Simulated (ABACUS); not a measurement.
## CdSe (Cadmoselite) in ABACUS: the effect of functional

CdSe (Cadmoselite):

```
Cd Se
1.0
     4.32848    0.00000    0.00000
    -2.16424    3.74857    0.00000
     0.00000    0.00000    7.06649
Cd Se
2 2
Direct
  0.66667 0.33333 0.50000
  0.33333 0.66667 0.00000
  0.66667 0.33333 0.88500
  0.33333 0.66667 0.38500
```

The cell isn't the ideal one: volume scaled by 1.02.

Alike in all runs:

```yaml
Program: ABACUS 3.10.1
Task: equation of state
Potentials_or_basis: PseudoDojo NC SR 0.4.1 PBE standard
Cutoff: 1401 eV
Density_cutoff: 5606 eV
Basis: DZP LCAO (the cutoffs set its grid)
k_mesh: 5 × 5 × 3
Occupations: fermi-dirac, width 0.05 eV
Spin: no spin polarisation
```

```csv
functional,gap on the mesh (eV),pressure (GPa),largest force (eV/Å)
LDA,0.59,-2.4,0.29
PBEsol,0.74,-0.3,0.30
PW91,0.81,2.3,0.31
AM05,?,?,?
```

**Question.** What does the run with functional AM05 give?

**Answer.** gap on the mesh 0.80 eV; pressure 0.3 GPa; largest force 0.29 eV/Å.

Caveats: the atomic orbitals were generated for these runs and aren't a published set; the potentials were made for another functional, which shifts forces and pressure; the basis of atomic orbitals isn't converged, which shifts pressures, moduli and gaps.

Runs at the PBE level aren't shown here.
